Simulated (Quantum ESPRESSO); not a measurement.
Here is a Quantum ESPRESSO 7.5 calculation.

Contents of pw.in:

```
&CONTROL
  calculation = 'scf'
  prefix = 'pwscf'
  outdir = './tmp'
  pseudo_dir = './pseudo'
  tprnfor = .true.
  tstress = .true.
  disk_io = 'low'
/
&SYSTEM
  ibrav = 0
  celldm(1) = 8
  nat = 2
  ntyp = 1
  ecutwfc = 45
  ecutrho = 360
  nbnd = 22
  occupations = 'smearing'
  smearing = 'fd'
  degauss = 0.00367493
/
&ELECTRONS
  conv_thr = 4d-10
  electron_maxstep = 120
  mixing_beta = 0.5
/
ATOMIC_SPECIES
Sb   121.7600 sb_lda_v1.4.uspp.F.UPF
CELL_PARAMETERS alat
  0.7375605788730   0.0000000000000   0.0000000000000
  0.0000000000000   1.0269522927351   0.0000000000000
 -0.0091923365175   0.0000000000000   1.0407317032043
ATOMIC_POSITIONS crystal
Sb     0.0113890000    0.2500000000    0.2411660000
Sb     0.9886110000    0.7500000000    0.7588340000
K_POINTS automatic
9 6 6 0 0 0
```

bands.in

```
&CONTROL
  calculation = 'bands'
  prefix = 'pwscf'
  outdir = './tmp'
  pseudo_dir = './pseudo'
  disk_io = 'low'
  verbosity = 'high'
/
&SYSTEM
  ibrav = 0
  celldm(1) = 8
  nat = 2
  ntyp = 1
  ecutwfc = 45
  ecutrho = 360
  nbnd = 22
  occupations = 'smearing'
  smearing = 'fd'
  degauss = 0.00367493
/
&ELECTRONS
  conv_thr = 1d-08
  electron_maxstep = 120
  mixing_beta = 0.5
  diago_full_acc = .true.
  startingwfc = 'random'
/
ATOMIC_SPECIES
Sb   121.7600 sb_lda_v1.4.uspp.F.UPF
CELL_PARAMETERS alat
  0.7375605788730   0.0000000000000   0.0000000000000
  0.0000000000000   1.0269522927351   0.0000000000000
 -0.0091923365175   0.0000000000000   1.0407317032043
ATOMIC_POSITIONS crystal
Sb     0.0113890000    0.2500000000    0.2411660000
Sb     0.9886110000    0.7500000000    0.7588340000
K_POINTS crystal
60
 0.0000000000  0.0000000000  0.0000000000 1
 0.0000000000  0.0000000000  0.1000000000 1
 0.0000000000  0.0000000000  0.2000000000 1
 0.0000000000  0.0000000000  0.3000000000 1
 0.0000000000  0.0000000000  0.4000000000 1
 0.0000000000  0.0000000000  0.5000000000 1
-0.0621136514  0.0000000000  0.5007741325 1
-0.1242273028  0.0000000000  0.5015482649 1
-0.1863409541  0.0000000000  0.5023223974 1
-0.2484546055  0.0000000000  0.5030965298 1
-0.3105682569  0.0000000000  0.5038706623 1
-0.3726819083  0.0000000000  0.5046447948 1
-0.4347955597  0.0000000000  0.5054189272 1
-0.4969092110  0.0000000000  0.5061930597 1
-0.5000000000  0.0000000000  0.5000000000 1
-0.5000000000  0.1000000000  0.5000000000 1
-0.5000000000  0.2000000000  0.5000000000 1
-0.5000000000  0.3000000000  0.5000000000 1
-0.5000000000  0.4000000000  0.5000000000 1
-0.5000000000  0.5000000000  0.5000000000 1
-0.5030907890  0.5000000000  0.4938069403 1
-0.5024726312  0.5000000000  0.3950455523 1
-0.5018544734  0.5000000000  0.2962841642 1
-0.5012363156  0.5000000000  0.1975227761 1
-0.5006181578  0.5000000000  0.0987613881 1
-0.5000000000  0.5000000000  0.0000000000 1
-0.5000000000  0.4166666667  0.0000000000 1
-0.5000000000  0.3333333333  0.0000000000 1
-0.5000000000  0.2500000000  0.0000000000 1
-0.5000000000  0.1666666667  0.0000000000 1
-0.5000000000  0.0833333333  0.0000000000 1
-0.5000000000  0.0000000000  0.0000000000 1
-0.5005151315  0.0000000000  0.0823011567 1
-0.5010302630  0.0000000000  0.1646023134 1
-0.5015453945  0.0000000000  0.2469034702 1
-0.5020605260  0.0000000000  0.3292046269 1
-0.5025756575  0.0000000000  0.4115057836 1
-0.5030907890  0.0000000000  0.4938069403 1
-0.4969092110  0.5000000000  0.5061930597 1
-0.4347955597  0.5000000000  0.5054189272 1
-0.3726819083  0.5000000000  0.5046447948 1
-0.3105682569  0.5000000000  0.5038706623 1
-0.2484546055  0.5000000000  0.5030965298 1
-0.1863409541  0.5000000000  0.5023223974 1
-0.1242273028  0.5000000000  0.5015482649 1
-0.0621136514  0.5000000000  0.5007741325 1
 0.0000000000  0.5000000000  0.5000000000 1
 0.0000000000  0.5000000000  0.4166666667 1
 0.0000000000  0.5000000000  0.3333333333 1
 0.0000000000  0.5000000000  0.2500000000 1
 0.0000000000  0.5000000000  0.1666666667 1
 0.0000000000  0.5000000000  0.0833333333 1
 0.0000000000  0.5000000000  0.0000000000 1
 0.0000000000  0.0000000000  0.5000000000 1
 0.0000000000  0.0833333333  0.5000000000 1
 0.0000000000  0.1666666667  0.5000000000 1
 0.0000000000  0.2500000000  0.5000000000 1
 0.0000000000  0.3333333333  0.5000000000 1
 0.0000000000  0.4166666667  0.5000000000 1
 0.0000000000  0.5000000000  0.5000000000 1
```

Potentials or basis: GBRV 1.5 LDA.

The run is started by

```sh
$ OMP_NUM_THREADS=1 mpirun -n 2 pw.x -nk 2 -in pw.in > pw.out
$ OMP_NUM_THREADS=1 mpirun -n 2 pw.x -nk 2 -in bands.in > bands.out
```

Predict the band gap on the k mesh.

none (metal or under the smearing width).

Estimate the largest force.

0.038 eV/Å.

Estimate the pressure.

-3.5 GPa.

Forces in eV/Å, atoms in the order of the input:
```
Sb  -0.036  0.000  0.013
Sb   0.036  0.000 -0.013
```

Caveat: spin-orbit coupling is left out, which moves the levels of the heavy elements.
